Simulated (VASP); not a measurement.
Write the native input for VASP 6.6.1 that does the following.

```
Task                   : single point
Functional             : PBE
Potentials or basis    : VASP PAW PBE potentials, release 64 (Ga_d, As)
Cutoff                 : 520 eV
k mesh                 : 6 × 6 × 6
Occupations            : gaussian, width 0.01 eV
Spin                   : no spin polarisation
Dipole correction      : no
Further INCAR settings : ALGO = Normal; EDIFF = 1e-06; NBANDS = 16
```

The structure of GaAs lies in POSCAR:

```
GaAs
1.0
    0.0000000000      2.8330831934      2.8330831934
    2.8330831934      0.0000000000      2.8330831934
    2.8330831934      2.8330831934      0.0000000000
Ga As
1 1
Direct
    0.0000000000      0.0000000000      0.0000000000
    0.2500000000      0.2500000000      0.2500000000
```

The input as run:

INCAR

```
PREC = Accurate
ENCUT = 520
EDIFF = 1E-6
ISMEAR = 0
SIGMA = 0.01
LREAL = F
LASPH = T
NELM = 80
ALGO = Normal
ISIF = 2
LWAVE = F
LCHARG = F
GGA = PE
NBANDS = 16
```

KPOINTS

```
Automatic mesh
0
Gamma
  6 6 6
```

Potentials or basis: VASP PAW PBE potentials, release 64 (Ga_d, As).

Command:

```bash
$ cat potpaw_PBE.64/Ga_d/POTCAR potpaw_PBE.64/As/POTCAR > POTCAR
$ mpirun -np 1 vasp_std > vasp.out
```

It gave:

The pressure is 2.9 GPa. The band gap on the k mesh is 0.47 eV, direct.

It took 6 s on 1 thread of Intel(R) Xeon(R) 6975P-C (Granite Rapids) (shared host), peak memory 0.16 GiB.
